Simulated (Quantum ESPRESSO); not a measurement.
A run of Quantum ESPRESSO 7.5 is set up as follows.

Contents of pw.in:

```
&CONTROL
  calculation = 'scf'
  prefix = 'pwscf'
  outdir = './tmp'
  pseudo_dir = './pseudo'
  tprnfor = .true.
  tstress = .true.
  disk_io = 'low'
/
&SYSTEM
  ibrav = 0
  celldm(1) = 8
  nat = 2
  ntyp = 1
  ecutwfc = 84
  nbnd = 19
  occupations = 'smearing'
  smearing = 'fd'
  degauss = 0.00367493
/
&ELECTRONS
  conv_thr = 4d-10
  electron_maxstep = 120
  mixing_beta = 0.5
/
ATOMIC_SPECIES
Ti    47.8670 Ti.upf
CELL_PARAMETERS alat
  0.6968365084558   0.0000000000000   0.0000000000000
 -0.3484182542279   0.6034781186156   0.0000000000000
  0.0000000000000   0.0000000000000   1.1054897829061
ATOMIC_POSITIONS crystal
Ti     0.6666666667    0.3333333333    0.7500000000
Ti     0.3333333333    0.6666666667    0.2500000000
K_POINTS automatic
8 8 5 0 0 0
```

Contents of nscf.in:

```
&CONTROL
  calculation = 'nscf'
  prefix = 'pwscf'
  outdir = './tmp'
  pseudo_dir = './pseudo'
  disk_io = 'low'
/
&SYSTEM
  ibrav = 0
  celldm(1) = 8
  nat = 2
  ntyp = 1
  ecutwfc = 84
  nbnd = 37
  occupations = 'smearing'
  smearing = 'fd'
  degauss = 0.00367493
  nosym = .true.
  noinv = .true.
/
&ELECTRONS
  conv_thr = 1d-09
  electron_maxstep = 120
  mixing_beta = 0.5
  diago_full_acc = .true.
  startingwfc = 'random'
/
ATOMIC_SPECIES
Ti    47.8670 Ti.upf
CELL_PARAMETERS alat
  0.6968365084558   0.0000000000000   0.0000000000000
 -0.3484182542279   0.6034781186156   0.0000000000000
  0.0000000000000   0.0000000000000   1.1054897829061
ATOMIC_POSITIONS crystal
Ti     0.6666666667    0.3333333333    0.7500000000
Ti     0.3333333333    0.6666666667    0.2500000000
K_POINTS crystal
144
  0.00000000   0.00000000   0.00000000 6.94444444e-03
  0.00000000   0.00000000   0.25000000 6.94444444e-03
  0.00000000   0.00000000   0.50000000 6.94444444e-03
  0.00000000   0.00000000   0.75000000 6.94444444e-03
  0.00000000   0.16666667   0.00000000 6.94444444e-03
  0.00000000   0.16666667   0.25000000 6.94444444e-03
[... 136 lines left out ...]
  0.83333333   0.83333333   0.50000000 6.94444444e-03
  0.83333333   0.83333333   0.75000000 6.94444444e-03
```

The input pw2wan.in:

```
&INPUTPP
  prefix = 'pwscf'
  outdir = './tmp'
  seedname = 'w'
  write_mmn = .true.
  write_amn = .true.
  scdm_proj = .true.
  scdm_entanglement = 'erfc'
  scdm_mu = 16.87
  scdm_sigma = 3
/
```

The input bands.in:

```
&CONTROL
  calculation = 'bands'
  prefix = 'pwscf'
  outdir = './tmp'
  pseudo_dir = './pseudo'
  disk_io = 'low'
/
&SYSTEM
  ibrav = 0
  celldm(1) = 8
  nat = 2
  ntyp = 1
  ecutwfc = 84
  nbnd = 37
  occupations = 'smearing'
  smearing = 'fd'
  degauss = 0.00367493
/
&ELECTRONS
  conv_thr = 1d-08
  electron_maxstep = 120
  mixing_beta = 0.5
  diago_full_acc = .true.
  startingwfc = 'random'
/
ATOMIC_SPECIES
Ti    47.8670 Ti.upf
CELL_PARAMETERS alat
  0.6968365084558   0.0000000000000   0.0000000000000
 -0.3484182542279   0.6034781186156   0.0000000000000
  0.0000000000000   0.0000000000000   1.1054897829061
ATOMIC_POSITIONS crystal
Ti     0.6666666667    0.3333333333    0.7500000000
Ti     0.3333333333    0.6666666667    0.2500000000
K_POINTS crystal
66
  0.00000000   0.00000000   0.00000000 1
  0.05555600   0.00000000   0.00000000 1
  0.11111100   0.00000000   0.00000000 1
  0.16666700   0.00000000   0.00000000 1
  0.22222200   0.00000000   0.00000000 1
  0.27777800   0.00000000   0.00000000 1
  0.33333300   0.00000000   0.00000000 1
  0.38888900   0.00000000   0.00000000 1
  0.44444400   0.00000000   0.00000000 1
  0.50000000   0.00000000   0.00000000 1
  0.46666700   0.06666700   0.00000000 1
  0.43333300   0.13333300   0.00000000 1
  0.40000000   0.20000000   0.00000000 1
  0.36666700   0.26666700   0.00000000 1
  0.33333300   0.33333300   0.00000000 1
  0.30000000   0.30000000   0.00000000 1
  0.26666700   0.26666700   0.00000000 1
  0.23333300   0.23333300   0.00000000 1
  0.20000000   0.20000000   0.00000000 1
  0.16666700   0.16666700   0.00000000 1
  0.13333300   0.13333300   0.00000000 1
  0.10000000   0.10000000   0.00000000 1
  0.06666700   0.06666700   0.00000000 1
  0.03333300   0.03333300   0.00000000 1
  0.00000000   0.00000000   0.00000000 1
  0.00000000   0.00000000   0.10000000 1
  0.00000000   0.00000000   0.20000000 1
  0.00000000   0.00000000   0.30000000 1
  0.00000000   0.00000000   0.40000000 1
  0.00000000   0.00000000   0.50000000 1
  0.05555600   0.00000000   0.50000000 1
  0.11111100   0.00000000   0.50000000 1
  0.16666700   0.00000000   0.50000000 1
  0.22222200   0.00000000   0.50000000 1
  0.27777800   0.00000000   0.50000000 1
  0.33333300   0.00000000   0.50000000 1
  0.38888900   0.00000000   0.50000000 1
  0.44444400   0.00000000   0.50000000 1
  0.50000000   0.00000000   0.50000000 1
  0.46666700   0.06666700   0.50000000 1
  0.43333300   0.13333300   0.50000000 1
  0.40000000   0.20000000   0.50000000 1
  0.36666700   0.26666700   0.50000000 1
  0.33333300   0.33333300   0.50000000 1
  0.30000000   0.30000000   0.50000000 1
  0.26666700   0.26666700   0.50000000 1
  0.23333300   0.23333300   0.50000000 1
  0.20000000   0.20000000   0.50000000 1
  0.16666700   0.16666700   0.50000000 1
  0.13333300   0.13333300   0.50000000 1
  0.10000000   0.10000000   0.50000000 1
  0.06666700   0.06666700   0.50000000 1
  0.03333300   0.03333300   0.50000000 1
  0.00000000   0.00000000   0.50000000 1
  0.50000000   0.00000000   0.50000000 1
  0.50000000   0.00000000   0.40000000 1
  0.50000000   0.00000000   0.30000000 1
  0.50000000   0.00000000   0.20000000 1
  0.50000000   0.00000000   0.10000000 1
  0.50000000   0.00000000   0.00000000 1
  0.33333300   0.33333300   0.00000000 1
  0.33333300   0.33333300   0.10000000 1
  0.33333300   0.33333300   0.20000000 1
  0.33333300   0.33333300   0.30000000 1
  0.33333300   0.33333300   0.40000000 1
  0.33333300   0.33333300   0.50000000 1
```

w.win

```
num_wann = 18
num_bands = 29
auto_projections = true
dis_num_iter = 0
num_iter = 1200
search_shells = 100
kmesh_tol = 1.0d-4
conv_tol = 1.0d-8
conv_window = 4
num_print_cycles = 200
fermi_energy = 12.8667
bands_plot = true
write_hr = true
mp_grid = 6 6 4
exclude_bands = 1-8
begin unit_cell_cart
ang
  2.9500000000   0.0000000000   0.0000000000
 -1.4750000000   2.5547749412   0.0000000000
  0.0000000000   0.0000000000   4.6800000000
end unit_cell_cart
begin atoms_frac
Ti   0.6666666667   0.3333333333   0.7500000000
Ti   0.3333333333   0.6666666667   0.2500000000
end atoms_frac
begin kpoint_path
G   0.0000000000   0.0000000000   0.0000000000  M   0.5000000000   0.0000000000   0.0000000000
M   0.5000000000   0.0000000000   0.0000000000  K   0.3333333333   0.3333333333   0.0000000000
K   0.3333333333   0.3333333333   0.0000000000  G   0.0000000000   0.0000000000   0.0000000000
G   0.0000000000   0.0000000000   0.0000000000  A   0.0000000000   0.0000000000   0.5000000000
A   0.0000000000   0.0000000000   0.5000000000  L   0.5000000000   0.0000000000   0.5000000000
L   0.5000000000   0.0000000000   0.5000000000  H   0.3333333333   0.3333333333   0.5000000000
H   0.3333333333   0.3333333333   0.5000000000  A   0.0000000000   0.0000000000   0.5000000000
L   0.5000000000   0.0000000000   0.5000000000  M   0.5000000000   0.0000000000   0.0000000000
K   0.3333333333   0.3333333333   0.0000000000  H   0.3333333333   0.3333333333   0.5000000000
end kpoint_path
bands_num_points = 9
begin kpoints
  0.00000000   0.00000000   0.00000000
  0.00000000   0.00000000   0.25000000
  0.00000000   0.00000000   0.50000000
  0.00000000   0.00000000   0.75000000
  0.00000000   0.16666667   0.00000000
  0.00000000   0.16666667   0.25000000
[... 136 lines left out ...]
  0.83333333   0.83333333   0.50000000
  0.83333333   0.83333333   0.75000000
end kpoints
```

Potentials or basis: PseudoDojo 0.4.1 SR LDA standard.

Command:

```bash
$ OMP_NUM_THREADS=1 pw.x -in pw.in > pw.out
$ OMP_NUM_THREADS=1 pw.x -in nscf.in > nscf.out
$ wannier90.x -pp w
$ OMP_NUM_THREADS=1 pw2wannier90.x -in pw2wan.in > pw2wan.out
$ wannier90.x w
$ OMP_NUM_THREADS=1 pw.x -in bands.in > bands.out
```

Estimate the total Wannier spread.

41.31 Å² over 18 functions.

Predict the RMS miss of the Wannier bands.

0.039 eV.

What does it give for the band gap on the k mesh?

None (metal or under the smearing width).

What does it give for the pressure?

-9.7 GPa.

Stress tensor (GPa, compression positive):
```
 -9.44   0.00   0.00
  0.00  -9.44   0.00
  0.00   0.00 -10.13
```
